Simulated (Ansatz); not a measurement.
## CO2: field gradients at two levels of theory

Cell: a computed structure from the Materials Project (it need not be an observed phase).

Space group Cmce (No. 64); a = 5.2718, b = 4.7748, c = 6.5872 Å.

```
site  Wyckoff  site symmetry       x       y       z
   C       4a          2/m..  0.0000  0.0000  0.0000
   O       8f            m..  0.5000  0.6935  0.8918
```

One atom of each set is listed; the run and its k-mesh use a cell of 6 atoms with edges of 3.56, 3.56, 6.59 Å.

First run. All values are calculated (Ansatz; DFT, PBE, plane waves and PAW, scalar-relativistic, 420 eV cutoff, Γ-centred 9×9×5 k-points, Fermi–Dirac smearing 0.01 eV), not measured.

| site | V_zz (10²¹ V/m²) | η |
| --- | --- | --- |
| C | -2.93 | 0.02 |
| O | 7.11 | 0.03 |

Second run. The same atoms and settings, except that the functional is r2SCAN and the cutoff is 500 eV.

Q: What does the second run give?

A: 

| site | V_zz | η | change of V_zz |
| --- | --- | --- | --- |
| C | -3.55 | 0.01 | -0.62 |
| O | 7.67 | 0.03 | +0.56 |

The largest change of V_zz is on C, from -2.93 to -3.55. In per cent, |V_zz| changes by +21 on C, +8 on O (all sites that start above 0.5).

For the second run: The largest force is 0.7 eV/Å, so the atoms aren't at the calculated equilibrium and relaxing them would move these values.
